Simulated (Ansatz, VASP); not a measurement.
# Cross-check of KBr between VASP and Ansatz

Wanted: the spread between two codes on one cell, functional and k mesh. The cell is taken from a series of VASP runs on this material, whose earlier steps may have relaxed, scaled or displaced it; both programs get it as it stands.

Calculated with Ansatz 0.2.0; plane waves, with VASP 6.6.1 beside it; relaxation of cell and atoms at LDA and relaxation of cell and atoms at PBEsol with D3(BJ).

**1. The structure**

It takes space group Fm-3m (No. 225, cubic). Conventional cell: a = 6.380 Å, b = 6.380 Å, c = 6.380 Å, α = 90.00°, β = 90.00°, γ = 90.00°. Br has 6 K at 3.19 Å nearest. K has 6 Br at 3.19 Å nearest. Farther neighbours and most contacts between anions are not listed.

**2. Ansatz: relaxation of cell and atoms, LDA**

Ansatz runs on its default PAW (the set named soft_2) files.

The relaxed volume is the usual yardstick between codes: its relative difference is about their pressure difference at one cell divided by the bulk modulus.

Contents of input.yaml:

```yaml
crystal:
  lattice:
    - [0.0, 3.1897709733, 3.1897709733]
    - [3.1897709733, 0.0, 3.1897709733]
    - [3.1897709733, 3.1897709733, 0.0]
  atoms:
    - { symbol: Br, position: [0.5, 0.5, 0.5] }
    - { symbol: K, position: [0.0, 0.0, 0.0] }
hamiltonian:
  xc: lda
  pseudopotentials: { kind: paw }
kpoints:
  mp_grid: { grid: [6, 6, 6] }
scf:
  occupations: { method: gaussian, width: 0.03 }
relax:
  f_tol: 0.01
  max_steps: 60
  cell: { stress_tol: 0.05 }
output:
  forces: true
  stress: true
```

Started as:

```bash
$ ansatz run input.yaml --threads 4 --pin off --max-ram 9216MiB --backend cpu --events-out ev --progress --plain --runs-dir out
```

Numbers of over 12 decimals in the logs are rounded to 6 here.

The program printed:

```text
Engine: ansatz 0.2.0, aarch64-unknown-linux-gnu
Pseudopotentials: kind: paw
Pseudopotential: Br, paw, valence charge 7, recommended cutoff 420 eV (normal), Br.paw.azcp
Pseudopotential: K, paw, valence charge 9, recommended cutoff 420 eV (normal), K.paw.azcp
Functional definition: SPW92
  exchange = slater_x
  correlation = pw_c
Crystal: 2 atoms, lattice volume = 64.910 Å³
Basis set: ecut = 420 eV, 1243 PW (Γ)
Bands: 12, of which v1, the nominal top of the filled ones, is band 8 counted from 1 (7 counted from 0)
Symmetry: 48 space group operations
Space group: Fm-3m (ITA 225), of the structure as read, at distance tolerance 4.0e-5 Å
k-points: 16 of 216
Non-local potential: Br, projectors of the file, l = 0: 2, l = 1: 2, l = 2: 2
Non-local potential: K, projectors of the file, l = 0: 3, l = 1: 2, l = 2: 2
PAW form: soft (Blöchl's): semilocal exchange-correlation on the pseudo side does not see the compensation charge
PAW frozen core: Br, regenerated for the run's functional, and the local potential with it (the file was generated under x = pbe(κ = 0.804, μ = 0.219515), c = pbe(β = 0.066725))
PAW frozen core: K, regenerated for the run's functional, and the local potential with it (the file was generated under x = pbe(κ = 0.804, μ = 0.219515), c = pbe(β = 0.066725))
PAW one-centre angular grid: Br, 110 points (default); XC on 64 Gauss nodes
PAW one-centre angular grid: K, 110 points (default); XC on 64 Gauss nodes
Initial density: superposition of atomic densities (neutral atoms: chi_scale 0, normalization atom), corrected by the library's trained network
Initial wavefunctions: pseudopotential atomic-orbital guess
Functional: x = slater, c = lda
SCF iter   1: F=—  HF=-4193.641391 eV  |F-HF|=—  |Δ(HF+E_count)|=         —  Δρ=4.98e-3  dr2=9.65e-3  ethr=1.77e-3  ⟨swp⟩=6.6  Hψ=1319  notcnv=0
preconditioner: auto → none  [insulator: Δε(μ)=4.274 eV  Ē_g=14.644 eV  σ=0.030 eV  W_gap=1.00  n_scr=14 (ndim 8)  ℏωp=17.2 eV  f_vac=0.042  D(μ)=0.00/eV (n_scr^D=0)  ε∞_Penn≈2.4]
SCF iter   2: F=—  HF=-4193.638338 eV  |F-HF|=—  |Δ(HF+E_count)|=   3.05e-3  Δρ=2.41e-3  dr2=1.79e-3  ethr=6.03e-5  ⟨swp⟩=2.5  Hψ=471  notcnv=0
SCF iter   3: F=—  HF=-4193.637914 eV  |F-HF|=—  |Δ(HF+E_count)|=   4.24e-4  Δρ=2.77e-4  dr2=3.98e-5  ethr=1.12e-5  ⟨swp⟩=1.1  Hψ=194  notcnv=0
SCF iter   4: F=—  HF=-4193.637901 eV  |F-HF|=—  |Δ(HF+E_count)|=   1.38e-5  Δρ=3.97e-5  dr2=1.61e-6  ethr=2.49e-7  ⟨swp⟩=2.0  Hψ=320  notcnv=0
iter 5 did not close the SCF: its close was put off for the readings that it lacked (scf_convergence_deferred on its scf_iter line)
SCF iter   5: F=-4193.637900 eV  HF=-4193.637900 eV  |F-HF|=3.48e-8  |Δ(HF+E_count)|=   4.97e-7  Δρ=1.65e-5  dr2=7.50e-8  ethr=1.01e-8  ⟨swp⟩=2.1  Hψ=290  notcnv=0
SCF iter   6: F=-4193.637900 eV  HF=-4193.637900 eV  |F-HF|=1.70e-8  |Δ(HF+E_count)|=   6.38e-9  Δρ=4.67e-6  dr2=1.99e-8  ethr=4.69e-10  ⟨swp⟩=3.0  Hψ=795  notcnv=0
SCF 1 converged in 6 iterations: F = -4193.637900 eV  dr2 = 1.99e-8
  greatest PAW one-centre occupation: 0.985 electrons in one spin orbital (limit 2), on the K atom at site 1 (counted from 0), in its partial waves of l = 0
relax step   1: F+E_penalty+E_count = -4193.63790003 eV  Δ(F+E_penalty+E_count) = +0.000e0 eV  max|allowed force component| = 1.331e-30 eV/Å  Δτ_max = 0.0000 Å  P = -0.075 GPa  Ω = 64.910 Å³  (6 SCF iters, dr2 threshold 1.00e-7 eV, accepted)
[...]
relax step   2: F+E_penalty+E_count = -4193.63796126 eV  Δ(F+E_penalty+E_count) = -6.124e-5 eV  max|allowed force component| = 6.442e-30 eV/Å  Δτ_max = 0.0000 Å  P = -0.031 GPa  Ω = 64.766 Å³  energy of the carried Pulay correction = +1.371e-5 eV  (4 SCF iters, dr2 threshold 1.41e-8 eV, accepted)
[...]
relax step   3: F+E_penalty+E_count = -4193.63793491 eV  Δ(F+E_penalty+E_count) = +2.635e-5 eV  max|allowed force component| = 7.100e-30 eV/Å  Δτ_max = 0.0000 Å  P = -0.031 GPa  Ω = 64.766 Å³  stress off target by 3.07e-2 GPa  SCF on the basis re-selected at this cell (its energy is not comparable with the rows above)  (4 SCF iters)
basis re-selected at this cell: Δ(F+E_penalty+E_count) = +2.635e-5 eV, ΔP = +0.000 GPa vs the last step (what re-selecting the basis moved, of the pressure what is left beyond the Pulay correction that the steps carried, after the strain that the cell walked since its last selection, with what the two solves' SCF thresholds leave and, on support functions, any second-order correction that the steps lacked; it is no m [...]
SCF converged after 4 iterations
Free energy (F): -4193.637935 eV
Harris-Foulkes:  -4193.637935 eV  (|F-HF|=0.00e0)
Internal energy: -4193.637935 eV  (E = F + TS)
E sigma→0 (E₀):  -4193.637935 eV
Fermi energy:    3.701788 eV
--- Per-component energies (eV) ---
  E_band       = -124.291514
  E_kinetic    = 389.102276
  E_local      = -798.924264  (includes V_loc(G=0)·N_el)
  E_nonlocal   = 87.265946
  E_hartree    = 255.314818
  E_xc         = -395.280078
  E_vxc        = -269.750879  (∫ρ·V_xc dr)
  E_paw        = -2903.338619  (= ΣΔE_a)
  E_vpaw       = -42.614227  (= ΣTr[D̂ρ^β])
  E_aug_tail   = -0.000003  (compensation charges beyond the density's cutoff)
  E_ewald      = -828.242021
  E_core_change = 0.464011  (= ΣΔE_core)
  E_smearing   = -0.000000  (= −TS)
  E_closure    = -0.000000  (closes the sum)
  Σ components = -4193.637935   (vs F -4193.637935, Δ=0.00e0)
--- Forces (eV/Å), atoms counted from 1 ---
  atom   1  Br    -0.00000000    -0.00000000     0.00000000
  atom   2  K      0.00000000    -0.00000000    -0.00000000
  max |Σ_I F_I| component: 1.21e-29 eV/Å
--- Stress (GPa, compression-positive) ---
       -0.030654      -0.000000      -0.000000
       -0.000000      -0.030654      -0.000000
       -0.000000       0.000000      -0.030654
  P = ⅓ Tr σ = -0.0307 GPa (-0.307 kbar)
--- Relaxed structure (2 steps of the walk, 2 accepted, 1 SCFs on fresh bases) ---
  F+E_penalty+E_count = -4193.63793491 eV   max|allowed force component| = 7.100e-30 eV/Å   (the final SCF, on the basis selected at the relaxed cell)
  cell:  # Å, volume = 64.7660 Å³
    - [0, 3.187418, 3.187418]
    - [3.187418, 0, 3.187418]
    - [3.187418, 3.187418, 0]
  atoms:
    - { symbol: Br, position: [0.500000, 0.500000, 0.500000] }
    - { symbol: K, position: [0, 0, 0] }
```

Run time: 0.87 s. Hardware: 4 threads of Arm Neoverse V1, shared host; peak memory 0.3 GiB; 2.6 s of CPU time.

**3. VASP: relaxation of cell and atoms, LDA**

The same cell, functional (in two slightly different forms), mesh and smearing now go to VASP, with its own data sets and cutoff.

Lines of VASP's logs that name or quote its potential files are left out, and so is its time.

Contents of INCAR:

```
SYSTEM = KBr
PREC = Accurate
ENCUT = 450
EDIFF = 1E-06
NELM = 100
ISMEAR = 0
SIGMA = 0.03
LREAL = .FALSE.
ALGO = Normal
GGA = CA
NBANDS = 14
LORBIT = 11
LWAVE = .FALSE.
LCHARG = .FALSE.
KPAR = 4
IBRION = 2
NSW = 50
ISIF = 3
EDIFFG = -0.006
```

Contents of POSCAR:

```
KBr
1.0
    0.0000000000      3.1897709733      3.1897709733
    3.1897709733      0.0000000000      3.1897709733
    3.1897709733      3.1897709733      0.0000000000
Br K
1 1
Direct
    0.5000000000      0.5000000000      0.5000000000
    0.0000000000      0.0000000000      0.0000000000
```

Contents of KPOINTS:

```
Automatic mesh
0
Gamma
6 6 6
0 0 0
```

The projector-augmented-wave data sets are Br and K_sv (LDA family, release 64).

Started as:

```bash
$ mpirun -np 4 vasp_std
```

The program printed:

```text
[banner, memory and clock lines left out]
running    4 mpi-ranks, on    1 nodes
 distrk:  each k-point on    1 cores,    4 groups
 distr:  one band on    1 cores,    1 groups

 POSCAR found type information on POSCAR BrK
 POSCAR found :  2 types and       2 ions
 LDA part: xc-table for (Slater(with rela. corr.)+CA(PZ))
 , standard interpolation
 POSCAR, INCAR and KPOINTS ok, starting setup
 FFT: planning ... GRIDC
 FFT: planning ... GRID_SOFT
 FFT: planning ... GRID
 WAVECAR not read
 entering main loop
       N       E                     dE             d eps       ncg     rms          rms(c)
DAV:   1     0.955242890890E+02    0.95524E+02   -0.63754E+03   448   0.909E+02
DAV:   2    -0.117454858435E+01   -0.96699E+02   -0.87582E+02   568   0.244E+02
DAV:   3    -0.682382672304E+01   -0.56493E+01   -0.56230E+01   598   0.506E+01
DAV:   4    -0.700515758904E+01   -0.18133E+00   -0.18128E+00   726   0.890E+00
DAV:   5    -0.700624449182E+01   -0.10869E-02   -0.10869E-02   592   0.767E-01    0.402E+00
DAV:   6    -0.685526135469E+01    0.15098E+00   -0.19697E-01   532   0.233E+00    0.290E+00
DAV:   7    -0.683393013739E+01    0.21331E-01   -0.79134E-02   576   0.162E+00    0.128E+00
DAV:   8    -0.683441987712E+01   -0.48974E-03   -0.90955E-03   566   0.753E-01    0.181E-01
DAV:   9    -0.683441227161E+01    0.76055E-05   -0.16184E-04   620   0.856E-02    0.721E-02
DAV:  10    -0.683447305950E+01   -0.60788E-04   -0.69324E-05   484   0.457E-02    0.315E-02
DAV:  11    -0.683447162968E+01    0.14298E-05   -0.59908E-06   592   0.176E-02    0.461E-03
DAV:  12    -0.683447189295E+01   -0.26327E-06   -0.26968E-07   350   0.410E-03
   1 F= -.68344719E+01 E0= -.68344719E+01  d E =-.683447E+01
 curvature:   0.00 expect dE= 0.000E+00 dE for cont linesearch  0.000E+00
 trial: gam= 0.00000 g(F)=  0.116E-59 g(S)=  0.943E-06 ort = 0.000E+00 (trialstep = 0.100E+01)
 search vector abs. value=  0.943E-06
 reached required accuracy - stopping structural energy minimisation
```

Parts of OUTCAR (step 3):

```text
ion  position               nearest neighbor table
   1  0.500  0.500  0.500-   2 3.19   2 3.19   2 3.19   2 3.19   2 3.19   2 3.19
   2  0.000  0.000  0.000-   1 3.19   1 3.19   1 3.19   1 3.19   1 3.19   1 3.19

  LATTYP: Found a face centered cubic cell.
 ALAT       =     6.3795419466

 Subroutine GETGRP returns: Found 48 space group operations
 (whereof 48 operations were pure point group operations)

The static configuration has the point symmetry O_h .

 Found     16 irreducible k-points:

   k-points           NKPTS =     16   k-points in BZ     NKDIM =     16   number of bands    NBANDS=     14

   dimension x,y,z NGX =    32 NGY =   32 NGZ =   32
   dimension x,y,z NGXF=    64 NGYF=   64 NGZF=   64

   ENCUT  =  450.0 eV  33.07 Ry    5.75 a.u.   7.80  7.80  7.80*2*pi/ulx,y,z

   NELECT =      16.0000    total number of electrons

 k-points in reciprocal lattice and weights: Automatic mesh
   0.00000000  0.00000000  0.00000000       0.005
   0.16666667  0.00000000  0.00000000       0.037
   0.33333333  0.00000000  0.00000000       0.037
   0.50000000  0.00000000  0.00000000       0.019
   0.16666667  0.16666667  0.00000000       0.028
   0.33333333  0.16666667  0.00000000       0.111
   0.50000000  0.16666667  0.00000000       0.111
  -0.33333333  0.16666667  0.00000000       0.111
  -0.16666667  0.16666667  0.00000000       0.056
[...]
-0.33333333  0.33333333  0.16666667       0.111
  -0.33333333  0.50000000  0.16666667       0.056

 average (electrostatic) potential at core
       1 -70.5432       2 -35.6206

 E-fermi :  -1.3139

 k-point     1 :       0.0000    0.0000    0.0000
  band No.  band energies     occupation
    ...
      4     -12.4044      2.00000
      5     -12.4044      2.00000
      6      -1.4630      2.00000
      7      -1.4630      2.00000
      8      -1.4630      2.00000
      9       2.8549      0.00000
     10       5.8771      0.00000
     11       5.8771      0.00000
     12       5.8771      0.00000
     13       6.8224      0.00000
    ...

 k-point     2 :       0.1667    0.0000    0.0000
  band No.  band energies     occupation
    ...
      4     -12.4064      2.00000
      5     -12.3249      2.00000
      6      -1.9339      2.00000
      7      -1.5845      2.00000
      8      -1.5845      2.00000
      9       3.6019      0.00000
     10       5.7459      0.00000
     11       6.2398      0.00000
     12       6.2398      0.00000
     13       7.2510      0.00000
    ...

 k-point     3 :       0.3333    0.0000    0.0000
  band No.  band energies     occupation
    ...
      4     -12.4103      2.00000
      5     -12.1774      2.00000
      6      -2.6445      2.00000
      7      -1.8083      2.00000
      8      -1.8083      2.00000
      9       4.6761      0.00000
     10       6.2082      0.00000
     11       7.2125      0.00000
     12       7.2125      0.00000
     13       8.3121      0.00000
    ...

  Total        0.0036097      0.0036097      0.0036097     -0.0000000      0.0000000      0.0000000
  in kB        0.0890988      0.0890988      0.0890988     -0.0000000      0.0000000      0.0000000
  external PRESSURE =       0.0890988 kB  Pullay stress =       0.0000000 kB

  energy-cutoff  :      450.00
  volume of cell :       64.91
      direct lattice vectors                 reciprocal lattice vectors
     0.000000000  3.189770973  3.189770973    -0.156751066  0.156751066  0.156751066
     3.189770973  0.000000000  3.189770973     0.156751066 -0.156751066  0.156751066
     3.189770973  3.189770973  0.000000000     0.156751066  0.156751066 -0.156751066

 POSITION                                       TOTAL-FORCE (eV/Angst)
 -----------------------------------------------------------------------------------
      3.18977      3.18977      3.18977        -0.000000     -0.000000     -0.000000
      0.00000      0.00000      0.00000         0.000000      0.000000      0.000000
 -----------------------------------------------------------------------------------
    total drift:                                0.000000     -0.000000     -0.000000

  FREE ENERGIE OF THE ION-ELECTRON SYSTEM (eV)
  ---------------------------------------------------
  free  energy   TOTEN  =        -6.8344718930 eV

  energy  without entropy=       -6.8344718930  energy(sigma->0) =       -6.83447189

 reached required accuracy - stopping structural energy minimisation

 total charge
# of ion       s       p       d       tot
------------------------------------------
    1        1.601   3.295   0.002   4.897
    2        1.959   5.564   0.034   7.556
--------------------------------------------------
tot          3.559   8.858   0.035  12.453

[... 3 further parts left out ...]
```

CONTCAR:

```
KBr
   1.00000000000000
     0.0000000000000000    3.1897709732999999    3.1897709732999999
     3.1897709732999999    0.0000000000000000    3.1897709732999999
     3.1897709732999999    3.1897709732999999    0.0000000000000000
  Br              K
     1     1
Direct
     0.5000000000000000    0.5000000000000000    0.5000000000000000
     0.0000000000000000    0.0000000000000000    0.0000000000000000
```

**4. Side by side**

Known differences besides the potentials themselves: the two LDA forms differ slightly; both relaxations stop at a tolerance, which leaves soft axes loose, and VASP keeps its plane-wave basis; the cutoff is 420 eV in Ansatz and 450 eV in VASP; VASP's log shows a relativistic correction to its local exchange, Ansatz's none; Ansatz adds a Pulay correction to the stress that steers its cell, VASP none. Total energies have different zeros and are not compared.

Compared:

| quantity | Ansatz | VASP | difference |
| --- | --- | --- | --- |
| volume (Å³) | 64.77 | 64.91 | -0.22 % |
| edge a after relaxation, in the typed setting (Å) | 4.508 | 4.511 | -0.07 % |

The walks stopped with -0.03 GPa left in Ansatz and 0.01 GPa in VASP; each walk ends within a tolerance, so the volume difference is uncertain by about these residues over the bulk modulus, most in soft cells.

(Continued in part 2 of 2.)

[Lines on the potential files, build, host, timing and source positions are cut from VASP's logs without a mark.]

[Logs are printed without paths, hosts, clocks, repeated set-up lines and the standing remarks that a program may print on its own settings, such as how far it seeks lower states.]

[Hosts, paths, dates, database ids (printed as entryN), source tags and the programs' standing remarks are cut or masked in the printed files.]
